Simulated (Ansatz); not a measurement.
# Structure relaxation of NiO

The calculation used DFT PBE, scalar-relativistic, plane waves, PAW in Ansatz 0.2.0. Cutoff 420 eV, Γ-centred k mesh, Gaussian smearing, collinear spin, first started from parallel moments.

This is the end of a relaxation of cell and atoms.

```xyz
2
Lattice="0.0000 2.1082 2.1082 2.1082 0.0000 2.1082 2.1082 2.1082 0.0000" Properties=species:S:1:pos:R:3 pbc="T T T"
Ni    0.0000    0.0000    0.0000
O     2.1082    2.1082    2.1082
```

Energies over the elements count from the elements' standard structures at the same level (O₂ as a molecule), with no empirical corrections.

Q: What space group does it have?

A: Fm-3m (No. 225). Conventional cell: a = 4.216 Å. Ni is coordinated by 6 O at 2.11 Å; O has 6 Ni at 2.11 Å.

Q: What is its formation energy per atom?

A: -0.49 eV/atom.

Q: Is it a metal?

A: Yes, bands cross the Fermi level on the 22×22×22 mesh.

Q: What net moment does it keep?

A: 0.90 μB per atom, with site moments up to 1.46 μB.

The final run used a 22×22×22 mesh on its 2-atom cell and 0.10 eV smearing. For metals, differences of a few meV/atom aren't resolved.

Cost: 3 runs of about 1.9 core-minutes in all, on Intel Xeon Platinum 8259CL (Skylake/Cascade Lake) (shared hosts).